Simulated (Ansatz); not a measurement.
**Zone-centre phonons of WS2 at 5 GPa: input and output**

The calculation used Ansatz 0.2.0, DFT PBE+D3(BJ), scalar-relativistic, plane waves, PAW.

Launched with:
```bash
ansatz run input.yaml --threads 1 --pin off --max-ram 3072MiB --backend cpu --events-out ev --progress --plain --runs-dir out
```

Input (bare energies are in eV):
```yaml
crystal:
  lattice:
    - [1.5611314113, 0.9013196406, 5.7505754577]
    - [-1.5611314113, 0.9013196406, 5.7505754577]
    - [0.0, -1.8026392811, 5.7505754577]
  atoms:
    - { symbol: W, position: [-0.0006185604, -0.0006185604, -0.0006185604] }
    - { symbol: S, position: [0.7571847069, 0.7571847069, 0.7571847069] }
    - { symbol: S, position: [0.5747338535, 0.5747338535, 0.5747338535] }
basis:
  ecutwfc: 420
kpoints:
  mp_grid: { grid: [12, 12, 12] }
hamiltonian:
  xc: pbe
  dispersion: d3bj
scf:
  occupations: { method: fixed }
output:
  eigenvalues: true
phonons:
  method: dfpt
  dielectric: true
  rigid_motions: translations
  eigenvectors: true
```

Results section of the output:
```
--- Phonons (Γ-DFPT): 6 representative perturbations + reference, on 476 of 1728 k-points (Σ response iterations 18) ---
  k mesh reduced under 2 symmetry operations, with k and −k counted as one. Each operation leaves every solved perturbation unchanged. A smaller set is not considered because the run solves the response ...
  ASR residual: 1.725e-4 → 0.000e0 eV/Å²; symmetrization residual: 2.676e-6 eV/Å²
  pairwise dispersion correction: d3bj (s6 = 1.0, s8 = 0.7875, a1 = 0.4289, a2_bohr = 4.4407), with the weights of each atom's references fixed at the reference crystal's, and the forces and stress that the weights' published response gives ...
  ASR residual per site (eV/Å²): 1.54e-4 3.61e-5 1.73e-4
  Γ frequencies (cm⁻¹): 0.00 0.00 0.00 306.80 306.80 357.92 357.92 435.37 441.78
  ε∞ (high-frequency dielectric tensor):
       15.237206    -0.000000    -0.000000
       -0.000000    15.237206    -0.000000
       -0.000000    -0.000000     8.841125
  ε⁰ (static dielectric tensor: ions relaxed, cell fixed):
       15.292779    -0.000000    -0.000000
       -0.000000    15.292779    -0.000000
       -0.000000    -0.000000     8.921975
  ε⁰ − ε∞ (ionic part):
        0.055573    -0.000000    -0.000000
       -0.000000     0.055573     0.000000
       -0.000000     0.000000     0.080850
  softest optical mode at Γ: 306.80 cm⁻¹; the repairs (sum rule, projections) moved no ω² at Γ by more than (1.29 cm⁻¹)²
  Born effective charges Z* (e; rows j = field, columns β = displacement):
    site 0:
        -0.57543    0.00000    0.00000
         0.00000   -0.57543   -0.00000
         0.00000   -0.00000   -0.83243
    site 1:
         0.31553   -0.00000   -0.00000
        -0.00000    0.31553    0.00000
        -0.00000    0.00000    0.53849
    site 2:
         0.25990   -0.00000    0.00000
        -0.00000    0.25990    0.00000
        -0.00000    0.00000    0.29395
  Z* charge neutrality: 8.732e-4 e pre-enforcement
  solved inside a basis spanned on kpoints, on 12×12×12 k-points, its susceptibility summed on 16×16×16: ε∞ is read to err by 4.8e-2, Z* by 1.5e-2 e (field_mesh: kpoints solves on kpoints); Z* is corrected for ...
  optical modes at Γ without the LO–TO term, one row a degenerate level:
      ω (cm⁻¹) modes IR ((D/Å)²/amu)
        306.80      2             0.0014
        357.92      2             0.3222
        435.37      1             0.0466
        441.78      1             0.3112
  optical modes at Γ + LO–TO along q̂ = [1.0000, 0.0000, 0.0000]:
      ω (cm⁻¹) modes IR ((D/Å)²/amu)
        306.80      1             0.0007
        306.80      1             0.0007
        357.92      1             0.1611
        358.57      1             0.1611
        435.37      1             0.0466
        441.78      1             0.3112
  optical modes at Γ + LO–TO along q̂ = [0.0000, 1.0000, 0.0000]:
      ω (cm⁻¹) modes IR ((D/Å)²/amu)
        306.80      1             0.0007
        306.80      1             0.0007
        357.92      1             0.1611
        358.57      1             0.1611
        435.37      1             0.0466
        441.78      1             0.3112
  optical modes at Γ + LO–TO along q̂ = [0.0000, 0.0000, 1.0000]:
      ω (cm⁻¹) modes IR ((D/Å)²/amu)
        306.80      2             0.0014
        357.92      2             0.3222
        435.57      1             0.0280
        443.59      1             0.3298
```

The run took 14 min on 1 thread of Arm Neoverse V1, with other jobs on the host, peak memory 1.7 GiB.

Spin–orbit coupling is left out, which matters for heavy elements. Other phases may be more stable at this pressure. The bands were filled as in an insulator; under compression the gap may have closed between mesh points.

This form isn't the usual stable structure of the compound at low pressure.